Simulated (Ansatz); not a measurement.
Crystal: HgTe (Coloradoite).

```
Hg Te
1.0
     0.00000    3.21450    3.21450
     3.21450    0.00000    3.21450
     3.21450    3.21450    0.00000
Hg Te
1 1
Direct
  0.00000 0.00000 0.00000
  0.75000 0.75000 0.75000
```

```yaml
Program: Ansatz 0.2.0
Task: relaxation of cell and atoms
Functional: RPBE
Potentials_or_basis: Ansatz PAW
Cutoff: "420 eV (not typed: the program's choice for these potentials)"
k_mesh: 7 × 7 × 7
Occupations: fermi-dirac, width 0.05 eV
Spin: no spin polarisation
```

At the start: volume 33.22 Å³/atom.

Question: How do energy, volume and symmetry change on relaxing?

Answer: It ends after 5 steps and the volume is 38.59 Å³/atom (+16.2 %); space group F-43m (No. 216, to 0.05 Å).

Step by step:
```csv
step,energy change (eV),largest force (eV/Å),volume (Å³)
1,0.0000,0.0000,66.43
2,-0.1787,0.0000,76.63
3,-0.1789,0.0000,77.03
4,-0.1789,0.0000,77.18
5,-0.1806,0.0000,77.18
```

Final structure:
```
Hg Te
1.0
     0.00000    3.37922    3.37922
     3.37922    0.00000    3.37922
     3.37922    3.37922    0.00000
Hg Te
1 1
Direct
  0.00000 0.00000 0.00000
  0.75000 0.75000 0.75000
```

Caveat: the volume moved by over 15 % at a fixed basis, so the end points are rough; the plane-wave basis is chosen anew once the cell has moved, so the energies of steps on either side of that aren't comparable; the volume moved by +16 % from the deposited cell, more than functionals usually miss; the PAW data sets come from PBE, with cores solved anew for the run's functional, which leaves a small shift of forces and pressure.
